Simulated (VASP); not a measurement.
# PbO (Litharge) (P4/nmm) in VASP: settings compared, part 3 of 3

VASP 6.6.1. Earlier steps stand in the parts before.

**12. Single point, PBE (atoms moved at random, drawn with an rms of 0.05 Å)**

INCAR reads:

```
PREC = Accurate ; ENCUT = 520
EDIFF = 1E-7 ; ISMEAR = -1
SIGMA = 0.05 ; LREAL = False
LASPH = True ; NELM = 60
ALGO = Normal ; ISIF = 2
LWAVE = False ; LCHARG = False
GGA = PE ; NBANDS = 28
```

KPOINTS reads:

```
regular mesh
0
Gamma
  7 7 6
```

POSCAR reads:

```
PbO
1.0
    3.9900000000      0.0000000000      0.0000000000
    0.0000000000      3.9900000000      0.0000000000
    0.0000000000      0.0000000000      5.0100000000
Pb O
2 2
Direct
    0.5025100000      0.0002860000      0.7640710000
   -0.0105290000      0.5078170000      0.2474320000
    0.4947560000      0.5065610000     -0.0022200000
   -0.0062690000      0.0124200000      0.0082440000
```

Potentials or basis: VASP PAW PBE potentials, release 64 (Pb_d, O).

Command:

```bash
> cat potpaw_PBE.64/Pb_d/POTCAR potpaw_PBE.64/O/POTCAR > POTCAR
> mpirun -np 1 vasp_std > vasp.out
```

It took 4.4 min on 1 thread of Intel Xeon Platinum 8488C (Sapphire Rapids), shared host; peak memory 0.38 GiB.

The run converged. Its results:

| Property | Result |
| --- | --- |
| Free energy | -21.4228 eV |
| Pressure | 2.7 GPa |
| Largest force | 0.288 eV/Å |
| Band gap on the k mesh | 1.37 eV, indirect (least direct gap 2.31 eV) |

Forces in eV/Å, atoms in the order of the input:
```
Pb  -0.171  0.151 -0.022
Pb   0.119  0.020 -0.204
O   -0.051 -0.012  0.283
O    0.103 -0.160 -0.056
```

Stress tensor (GPa, compression positive):
```
 2.41 -0.01  0.57
-0.01  3.92 -0.20
 0.57 -0.20  1.75
```

Levels at points of the mesh, in eV from the valence-band top:
```
           k point  band 18  band 19  band 20  band 21  band 22  band 23
(0.00, 0.00, 0.00)    -1.57    -1.47     0.00     2.43     5.46     5.50
(0.00, 0.00, 0.50)    -1.60    -1.50    -0.94     2.08     3.84     3.98
```

Caveat: spin-orbit coupling is left out, which as a rule narrows the gap of such compounds by several tenths of an eV; an odd mesh through Γ misses points on the zone boundary, where band edges often lie.

**13. Equation of state, PBE, 18.74 Å³/atom (volume scaled by 0.94)**

INCAR reads:

```
PREC = Accurate
ENCUT = 520
EDIFF = 1E-7
ISMEAR = -1
SIGMA = 0.05
LREAL = False
LASPH = True
NELM = 60
ALGO = Normal
ISIF = 2
LWAVE = False
LCHARG = False
GGA = PE
NBANDS = 28
```

KPOINTS reads:

```
Automatic mesh
0
Gamma
  7 7 6
```

POSCAR reads:

```
PbO
1.0
    3.9085485738      0.0000000000      0.0000000000
    0.0000000000      3.9085485738      0.0000000000
    0.0000000000      0.0000000000      4.9077264047
Pb O
2 2
Direct
    0.5000000000      0.0000000000      0.7600000000
    0.0000000000      0.5000000000      0.2400000000
    0.5000000000      0.5000000000      0.0000000000
    0.0000000000      0.0000000000      0.0000000000
```

Command:

```bash
> cat potpaw_PBE.64/Pb_d/POTCAR potpaw_PBE.64/O/POTCAR > POTCAR
> mpirun -np 1 vasp_std > vasp.out
```

Wall time 99 s (1 thread of Intel Xeon Platinum 8488C (Sapphire Rapids), shared host); peak memory 0.21 GiB.

The run converged. Its results:

| Item | Value |
| --- | --- |
| Free energy | -21.2535 eV |
| Pressure | 9.3 GPa |
| Largest force | 0.914 eV/Å |
| Band gap on the k mesh | 1.31 eV, indirect (least direct gap 2.45 eV) |

Caveat: spin-orbit coupling is left out, which as a rule narrows the gap of such compounds by several tenths of an eV; an odd mesh through Γ misses points on the zone boundary, where band edges often lie.

**14. Equation of state, PBE, 19.14 Å³/atom (volume scaled by 0.96)**

INCAR reads:

```
SYSTEM = PbO
PREC = Accurate ; ENCUT = 520
EDIFF = 1E-7 ; ISMEAR = -1
SIGMA = 0.05 ; LREAL = .False.
LASPH = .True. ; NELM = 80
ALGO = Normal ; ISIF = 2
LWAVE = .False. ; LCHARG = .False.
GGA = PE ; NBANDS = 28
```

KPOINTS reads:

```
regular mesh
0
Gamma
  7 7 6
  0 0 0
```

POSCAR reads:

```
PbO
1.0
    3.9360744706      0.0000000000      0.0000000000
    0.0000000000      3.9360744706      0.0000000000
    0.0000000000      0.0000000000      4.9422889970
Pb O
2 2
Direct
    0.5000000000      0.0000000000      0.7600000000
    0.0000000000      0.5000000000      0.2400000000
    0.5000000000      0.5000000000      0.0000000000
    0.0000000000      0.0000000000      0.0000000000
```

Command:

```bash
> cat potpaw_PBE.64/Pb_d/POTCAR potpaw_PBE.64/O/POTCAR > POTCAR
> mpirun -np 1 vasp_std > vasp.out
```

Wall time 75 s (1 thread of Intel Xeon Platinum 8488C (Sapphire Rapids), shared host); peak memory 0.21 GiB.

It converged, with:

```yaml
Free_energy: -21.3358 eV
Pressure: 7.0 GPa
Largest_force: 0.596 eV/Å
Band_gap_on_the_k_mesh: 1.35 eV, indirect (least direct gap 2.43 eV)
```

Caveat: spin-orbit coupling is left out, which as a rule narrows the gap of such compounds by several tenths of an eV; an odd mesh through Γ misses points on the zone boundary, where band edges often lie.

**15. Equation of state, PBE, 19.54 Å³/atom (volume scaled by 0.98)**

INCAR reads:

```
  PREC = Accurate
  ENCUT = 520
  EDIFF = 1E-7
  ISMEAR = -1
  SIGMA = 0.05
  LREAL = False
  LASPH = True
  NELM = 100
  ALGO = Normal
  ISIF = 2
  LWAVE = False
  LCHARG = False
  GGA = PE
  NBANDS = 28
```

KPOINTS reads:

```
regular mesh
0
Gamma
  7 7 6
```

POSCAR reads:

```
PbO
1.0
    3.9632206696      0.0000000000      0.0000000000
    0.0000000000      3.9632206696      0.0000000000
    0.0000000000      0.0000000000      4.9763748258
Pb O
2 2
Direct
    0.5000000000      0.0000000000      0.7600000000
    0.0000000000      0.5000000000      0.2400000000
    0.5000000000      0.5000000000      0.0000000000
    0.0000000000      0.0000000000      0.0000000000
```

Potentials or basis: VASP PAW PBE potentials, release 64 (Pb_d, O).

Command:

```bash
> cat potpaw_PBE.64/Pb_d/POTCAR potpaw_PBE.64/O/POTCAR > POTCAR
> mpirun -np 1 vasp_std > vasp.out
```

Run time: 94 s. Hardware: 1 thread of Intel Xeon Platinum 8488C (Sapphire Rapids), shared host; peak memory 0.22 GiB.

It converged, with:

- Free energy: -21.3963 eV
- Pressure: 4.9 GPa
- Largest force: 0.302 eV/Å
- Band gap on the k mesh: 1.39 eV, indirect (least direct gap 2.40 eV)

Caveat: spin-orbit coupling is left out, which as a rule narrows the gap of such compounds by several tenths of an eV; an odd mesh through Γ misses points on the zone boundary, where band edges often lie.

**16. Equation of state, PBE, 20.34 Å³/atom (volume scaled by 1.02)**

INCAR reads:

```
SYSTEM = PbO
ALGO = Normal
EDIFF = 1E-7
ENCUT = 520
GGA = PE
ISIF = 2
ISMEAR = -1
LASPH = .TRUE.
LCHARG = .FALSE.
LREAL = .FALSE.
LWAVE = .FALSE.
NBANDS = 28
NELM = 60
PREC = Accurate
SIGMA = 0.05
```

KPOINTS reads:

```
k-points
0
G
  7 7 6
  0 0 0
```

POSCAR reads:

```
PbO
1.0
    4.0164246111      0.0000000000      0.0000000000
    0.0000000000      4.0164246111      0.0000000000
    0.0000000000      0.0000000000      5.0431797749
Pb O
2 2
Direct
    0.5000000000      0.0000000000      0.7600000000
    0.0000000000      0.5000000000      0.2400000000
    0.5000000000      0.5000000000      0.0000000000
    0.0000000000      0.0000000000      0.0000000000
```

Command:

```bash
> cat potpaw_PBE.64/Pb_d/POTCAR potpaw_PBE.64/O/POTCAR > POTCAR
> mpirun -np 1 vasp_std > vasp.out
```

Wall time 97 s (1 thread of Intel Xeon Platinum 8488C (Sapphire Rapids), shared host); peak memory 0.22 GiB.

The run converged. Its results:

| Property | Result |
| --- | --- |
| Free energy | -21.4606 eV |
| Pressure | 1.4 GPa |
| Largest force | 0.224 eV/Å |
| Band gap on the k mesh | 1.45 eV, indirect (least direct gap 2.33 eV) |

Caveat: spin-orbit coupling is left out, which as a rule narrows the gap of such compounds by several tenths of an eV; an odd mesh through Γ misses points on the zone boundary, where band edges often lie.

**17. Equation of state, PBE, 20.74 Å³/atom (volume scaled by 1.04)**

INCAR reads:

```
PREC     = Accurate       # precision mode
ENCUT    = 520            # plane-wave cutoff, eV
EDIFF    = 1E-7           # SCF threshold, eV
ISMEAR   = -1             # smearing method
SIGMA    = 0.05           # smearing width, eV
LREAL    = F              # projectors in reciprocal space
LASPH    = T              # aspherical terms in the spheres
NELM     = 100            # most SCF steps
ALGO     = Normal         # electronic algorithm
ISIF     = 2              # what is computed and relaxed
LWAVE    = F              # write WAVECAR
LCHARG   = F              # write CHGCAR
GGA      = PE             # functional
NBANDS   = 28             # bands
```

KPOINTS reads:

```
regular mesh
0
Gamma
  7 7 6
```

POSCAR reads:

```
PbO
1.0
    4.0425060212      0.0000000000      0.0000000000
    0.0000000000      4.0425060212      0.0000000000
    0.0000000000      0.0000000000      5.0759286131
Pb O
2 2
Direct
    0.5000000000      0.0000000000      0.7600000000
    0.0000000000      0.5000000000      0.2400000000
    0.5000000000      0.5000000000      0.0000000000
    0.0000000000      0.0000000000      0.0000000000
```

Command:

```bash
> cat potpaw_PBE.64/Pb_d/POTCAR potpaw_PBE.64/O/POTCAR > POTCAR
> mpirun -np 1 vasp_std > vasp.out
```

Run time: 85 s. Hardware: 1 thread of Intel Xeon Platinum 8488C (Sapphire Rapids), shared host; peak memory 0.22 GiB.

It converged, with:

```
Free energy            : -21.4683 eV
Pressure               : -0.1 GPa
Largest force          : 0.458 eV/Å
Band gap on the k mesh : 1.47 eV, indirect (least direct gap 2.27 eV)
```

Caveat: spin-orbit coupling is left out, which as a rule narrows the gap of such compounds by several tenths of an eV; an odd mesh through Γ misses points on the zone boundary, where band edges often lie.

**18. Equation of state, PBE, 21.14 Å³/atom (volume scaled by 1.06)**

INCAR reads:

```
SYSTEM = PbO
PREC = Accurate
ENCUT = 520
EDIFF = 1E-7
ISMEAR = -1
SIGMA = 0.05
LREAL = .False.
LASPH = .True.
NELM = 60
ALGO = Normal
ISIF = 2
LWAVE = .False.
LCHARG = .False.
GGA = PE
NBANDS = 28
```

KPOINTS reads:

```
Automatic mesh
0
Gamma
  7 7 6
  0 0 0
```

POSCAR reads:

```
PbO
1.0
    4.0682551615      0.0000000000      0.0000000000
    0.0000000000      4.0682551615      0.0000000000
    0.0000000000      0.0000000000      5.1082602403
Pb O
2 2
Direct
    0.5000000000      0.0000000000      0.7600000000
    0.0000000000      0.5000000000      0.2400000000
    0.5000000000      0.5000000000      0.0000000000
    0.0000000000      0.0000000000      0.0000000000
```

Potentials or basis: VASP PAW PBE potentials, release 64 (Pb_d, O).

Command:

```bash
> cat potpaw_PBE.64/Pb_d/POTCAR potpaw_PBE.64/O/POTCAR > POTCAR
> mpirun -np 1 vasp_std > vasp.out
```

It took 81 s on 1 thread of Intel Xeon Platinum 8488C (Sapphire Rapids), shared host; peak memory 0.22 GiB.

The run converged. Its results:

```yaml
Free_energy: -21.4617 eV
Pressure: -1.5 GPa
Largest_force: 0.675 eV/Å
Band_gap_on_the_k_mesh: 1.49 eV, indirect (least direct gap 2.21 eV)
```

Caveat: spin-orbit coupling is left out, which as a rule narrows the gap of such compounds by several tenths of an eV; an odd mesh through Γ misses points on the zone boundary, where band edges often lie.

**19. Equation of state, PBE**

Potentials or basis: VASP PAW PBE potentials, release 64 (Pb_d, O).

No new run: the results of the series are fitted here.

Results:

```
Equilibrium volume                        : 20.74 Å³/atom
Bulk modulus at fixed shape and positions : 74 GPa
Pressure derivative of the bulk modulus   : 4.5
```

Energy against volume, from the lowest point:
```tsv
volume (Å³/atom)	energy (meV/atom)
18.744	53.69
19.142	33.13
19.541	18.00
19.940	7.76
20.339	1.91
20.738	0.00
21.136	1.65
```

Caveat: the cell was scaled at fixed shape and fractional positions, which overstates the stiffness of a crystal with free parameters, most of all of layers and chains. The run has no spin-orbit coupling, so splittings on Pb are missing.

**20. Summary**

| task | level | cell | ladder | gap on the mesh (eV) | pressure (GPa) | V0 of scaled cells (Å³/atom) | B0 (GPa) | largest force (eV/Å) |
| --- | --- | --- | --- | --- | --- | --- | --- | --- |
| single point | PBEsol | as given | free | 1.37 | -0.8 | - | - | 0.29 |
| single point | PBEsol | atoms moved at random, drawn with an rms of 0.05 Å | free | 1.32 | -1.2 | - | - | 0.53 |
| equation of state | PBEsol | as given | free | - | - | 19.78 | 84 | - |
| single point | PBE | as given | - | 1.42 | 3.0 | - | - | 0.03 |
| single point | PBE | atoms moved at random, drawn with an rms of 0.05 Å | - | 1.37 | 2.7 | - | - | 0.29 |
| equation of state | PBE | as given | - | - | - | 20.74 | 74 | - |

Alike in all rows: potentials or basis VASP PAW PBE potentials, release 64 (Pb_d, O); no spin polarisation; k mesh 7 × 7 × 6; cutoff (eV) 520; smearing fermi-dirac 0.05 eV.

Caveats: spin-orbit coupling is left out, which as a rule narrows the gap of such compounds by several tenths of an eV (some runs); an odd mesh through Γ misses points on the zone boundary, where band edges often lie (some runs); the PAW data sets were made with another functional, which shifts forces and pressure a little (some runs); the cell was scaled at fixed shape and fractional positions, which overstates the stiffness of a crystal with free parameters, most of all of layers and chains (some runs).

Absolute energies hang on the potentials; compare differences alone.
